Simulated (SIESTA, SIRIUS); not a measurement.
This is a calculation of Sb for SIRIUS 7.12.0. The given cell was strained at random by a few per cent at fixed volume. This isn't the form of Sb at room conditions, which is rhombohedral.

The input sirius.json:

```json
{
  "control": {
    "processing_unit": "cpu",
    "verbosity": 2,
    "num_bands_to_print": 14,
    "print_forces": true,
    "print_stress": true
  },
  "parameters": {
    "electronic_structure_method": "pseudopotential",
    "xc_functionals": ["XC_GGA_X_PBE_SOL", "XC_GGA_C_PBE_SOL"],
    "gk_cutoff": 9.0,
    "pw_cutoff": 18.0,
    "ngridk": [12, 12, 12],
    "shiftk": [0, 0, 0],
    "smearing": "fermi_dirac",
    "smearing_width": 0.0018374661,
    "num_bands": 14,
    "num_mag_dims": 0,
    "num_dft_iter": 100,
    "energy_tol": 1e-08,
    "density_tol": 1e-06
  },
  "iterative_solver": {
    "type": "davidson",
    "min_tolerance": 1e-10
  },
  "mixer": {
    "type": "anderson",
    "beta": 0.7,
    "max_history": 8
  },
  "settings": {
    "tol_ne": 1e-10,
    "pseudo_grid_cutoff": 6.5
  },
  "unit_cell": {
    "lattice_vectors": [
      [-2.981192249961, 2.986167898847, 5.124612217092],
      [2.96118571948, -2.918262480285, 5.073506463777],
      [3.03166683475, 2.968737065074, -5.085135838348]
    ],
    "atom_coordinate_units": "lattice",
    "atom_types": ["Sb"],
    "atom_files": {
      "Sb": "Sb.json"
    },
    "atoms": {
      "Sb": [
        [0.017747, 0.004665, 0.017007]
      ]
    }
  }
}
```

Potentials or basis: PseudoDojo 0.4.1 PBEsol standard (scalar relativistic).

Command:

```sh
$ upf_to_json Sb.upf
$ OMP_NUM_THREADS=4 sirius.scf --input=sirius.json --output=out.json --task=0
```

Task: What does the same run look like in SIESTA 5.4.2? Potentials or basis there: files PseudoDojo sr-pbesol-0.4.1-standard, DZP (energy shift 0.003 Ry; two zetas on semicore shells).

Result: As run (cutoffs and basis follow the program's own potentials, and thresholds, step limits or extra output files can differ):

File Sb.fdf:

```
SystemName                      Sb
SystemLabel                     Sb
NumberOfSpecies                 1
NumberOfAtoms                   1
%block ChemicalSpeciesLabel
  1  51 Sb
%endblock ChemicalSpeciesLabel

LatticeConstant                 1.0 Ang
%block LatticeVectors
    -1.5775790000     1.5802120000     2.7118280000
     1.5669920000    -1.5442780000     2.6847840000
     1.6042890000     1.5709880000    -2.6909380000
%endblock LatticeVectors
AtomicCoordinatesFormat         Fractional
%block AtomicCoordinatesAndAtomicSpecies
     0.0177470000     0.0046650000     0.0170070000  1  Sb
%endblock AtomicCoordinatesAndAtomicSpecies

%block kgrid.MonkhorstPack
   12   0   0  0.0
    0  12   0  0.0
    0   0  12  0.0
%endblock kgrid.MonkhorstPack
XC.Functional                   GGA
XC.Authors                      PBEsol
PAO.BasisSize                   DZP
PAO.EnergyShift                 0.003 Ry
Mesh.Cutoff                     500 Ry
OccupationFunction              FD
ElectronicTemperature           0.05 eV
MaxSCFIterations                120
SCF.MustConverge                false
SCF.Mixer.Method                Pulay
SCF.Mixer.Weight                0.25
SCF.Mixer.History               8
SCF.DM.Tolerance                5.0e-05
SCF.H.Tolerance                 1.0e-03 eV
WriteForces                     true
Charge.Mulliken                 end
%block PAO.Basis
  Sb 4
  n=5 0 2
    5.972 0.000
  n=5 1 2
    7.842 0.000
  n=4 2 2
    3.490 0.000
  n=5 2 1
    7.842
%endblock PAO.Basis
```

Potentials or basis: PseudoDojo 0.4 standard (PBEsol files), converted to PSML, two zetas on semicore shells, DZP (energy shift 0.003 Ry; two zetas on semicore shells).

Command:

```sh
$ siesta Sb.fdf > Sb.out 2>&1
```

Both were run:

|  | SIRIUS | SIESTA |
| --- | --- | --- |
| Pressure | -1.3 GPa | 0.6 GPa |

Pressure is positive in compression.
